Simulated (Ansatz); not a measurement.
The system is PbS (Galena).

```
Pb S
1.0
     0.00000    2.96575    2.96575
     2.96575    0.00000    2.96575
     2.96575    2.96575    0.00000
Pb S
1 1
Cartesian
  0.0000 0.0000 0.0000
  2.9657 2.9657 2.9657
```

* Program: Ansatz 0.2.0
* Task: relaxation of cell and atoms
* Functional: HSE03
* Potentials or basis: Ansatz PAW
* Cutoff: 420 eV (not typed: the program's choice for these potentials)
* k mesh: 4 × 4 × 4
* Occupations: fermi-dirac, width 0.05 eV
* Spin: no spin polarisation

At the start: volume 26.09 Å³/atom.

**Question.** Where does the relaxation end?

**Answer.** It ends after 4 steps and the volume is 26.68 Å³/atom (+2.3 %); space group Fm-3m (No. 225, to 0.05 Å).

Step by step:
```csv
step,energy change (eV),largest force (eV/Å),volume (Å³)
1,0.0000,0.0000,52.17
2,-0.0028,0.0000,54.08
3,-0.0046,0.0000,53.36
4,-0.0047,0.0000,53.36
```

Final structure:
```yaml
crystal:
  lattice:
    - [0.00000, 2.98818, 2.98818]
    - [2.98818, 0.00000, 2.98818]
    - [2.98818, 2.98818, 0.00000]
  atoms:
    - { symbol: Pb, position: [0.00000, 0.00000, 0.00000] }
    - { symbol: S, position: [0.50000, 0.50000, 0.50000] }
```

Caveat: the k mesh is coarse (spacing up to 0.46 Å⁻¹), so the values aren't converged, least of all with exact exchange; the plane-wave basis is chosen anew once the cell has moved, so the energies of steps on either side of that aren't comparable; the PAW data sets come from PBE, with cores solved anew for the run's functional, which leaves a small shift of forces and pressure.
